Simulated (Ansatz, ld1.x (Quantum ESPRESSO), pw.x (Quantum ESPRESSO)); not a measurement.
**What a changed setting does to a pw.x run (fcc S)**

Potential: norm-conserving Troullier–Martins (Kleinman–Bylander form), ld1.x (Quantum ESPRESSO) 7.5, PBE; core [Ne], reference 3s2 3p4; waves: 3s (bound): rc 1.45 bohr; 3p (bound): rc 1.75 bohr; 3d channel at 0.05 Ry: rc 1.70 bohr; local part: all-electron potential smoothed inside 1.30 bohr (lloc = -1); core correction: a·sin(br)/r model core inside 1.50 bohr.

The reference run (k-mesh 14³, cutoffs 75/300 Ry, Fermi–Dirac 0.01 Ry, mixing_beta 0.4, conv_thr 1e-9, no spin) gives -0.48 GPa at 15.941 Å³/atom, where all-electron LAPW gives -0.09 GPa. This run, with its own iteration cap, changes smearing to mp.

```
&control
  calculation='scf', prefix='x', pseudo_dir='./', outdir='./tmp', tstress=.true., disk_io='none'
/
&system
  ibrav=0, nat=1, ntyp=1, ecutwfc=75, ecutrho=300, nbnd=10,
  occupations='smearing', smearing='mp', degauss=0.01
/
&electrons
  conv_thr=1e-09, mixing_beta=0.4, electron_maxstep=60
/
ATOMIC_SPECIES
S 1.0 S.UPF
CELL_PARAMETERS angstrom
  0.00000000 1.99753864 1.99753864
  1.99753864 0.00000000 1.99753864
  1.99753864 1.99753864 0.00000000
ATOMIC_POSITIONS crystal
S 0.0000 0.0000 0.0000
K_POINTS automatic
14 14 14 0 0 0
```

```bash
pw.x < S.scf.in > S.scf.out
```

Task: How does the run end?

Result: It converges in 6 iterations; the free energy moves by +29.4 meV/atom and the pressure by -0.53 GPa. This scheme is built to cancel the term in the square of the width that Fermi–Dirac smearing leaves in the F of a metal.

```
Message from routine setup:
     using ibrav=0 with symmetry is DISCOURAGED, use correct ibrav instead
     lattice parameter (alat)  =       5.3384  a.u.
     unit-cell volume          =     107.5752 (a.u.)^3
     number of electrons       =         6.00
     number of Kohn-Sham states=           10
     kinetic-energy cutoff     =      75.0000  Ry
     charge density cutoff     =     300.0000  Ry
     scf convergence threshold =      1.0E-09
     Exchange-correlation= PBE
     number of k points=   104  Methfessel-Paxton smearing, width (Ry)=  0.0100
     iteration #  1     ecut=    75.00 Ry     beta= 0.40
     total energy              =     -20.43007677 Ry
     estimated scf accuracy    <       0.00093928 Ry
     iteration #  2     ecut=    75.00 Ry     beta= 0.40
     total energy              =     -20.43007223 Ry
     estimated scf accuracy    <       0.00021513 Ry
     iteration #  3     ecut=    75.00 Ry     beta= 0.40
     total energy              =     -20.43009999 Ry
     estimated scf accuracy    <       0.00000361 Ry
     iteration #  4     ecut=    75.00 Ry     beta= 0.40
     total energy              =     -20.43010075 Ry
     estimated scf accuracy    <       0.00000002 Ry
     iteration #  5     ecut=    75.00 Ry     beta= 0.40
     total energy              =     -20.43010077 Ry
     estimated scf accuracy    <          2.3E-09 Ry
     iteration #  6     ecut=    75.00 Ry     beta= 0.40
     the Fermi energy is     8.9498 ev
!    total energy              =     -20.43010077 Ry
     estimated scf accuracy    <          1.7E-10 Ry
     smearing contrib. (-TS)   =      -0.00017072 Ry
     The total energy is F=E-TS. E is the sum of the following terms:
     one-electron contribution =       4.98247849 Ry
     hartree contribution      =       0.96395583 Ry
     xc contribution           =      -4.51361760 Ry
     ewald contribution        =     -21.86274677 Ry
     convergence has been achieved in   6 iterations
          total   stress  (Ry/bohr**3)                   (kbar)     P=      -10.10
     Message from routine punch:
     Nothing written, as per user request (disk_io='none')
```

The run took about 8.3 s on one core of a shared host (Intel(R) Xeon(R) Gold 6455B, 64 threads, 503 GiB, load 18).
